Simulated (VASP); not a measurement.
Runs of VASP 6.6.1 on LiCl. It takes space group Fm-3m (No. 225, cubic). Conventional cell: a = 5.130 Å, b = 5.130 Å, c = 5.130 Å, α = 90.00°, β = 90.00°, γ = 90.00°. Cl (site symmetry m-3m) is surrounded by 6 Li at 2.56 Å. Li (site symmetry m-3m) has 6 Cl at 2.56 Å as nearest neighbours. 

```tsv
level	exchange at q = 0	share of exact exchange	screening parameter	gap on the mesh (eV)
r2SCAN-EpsX	truncated	0.3367	-	9.63
PBE0	truncated	-	-	8.45
HSE06	-	-	0.2 1/A	(a)
HSE03	-	-	-	7.49
```

Alike in all rows: task band structure; potentials or basis VASP PAW PBE potentials, release 64 (Cl, Li_sv); no spin polarisation; cell as given; k mesh 6 × 6 × 6; cutoff (eV) 520; smearing gaussian 0.02 eV.

**Question.** Estimate the missing entries.

**Answer.** (a) 7.75.

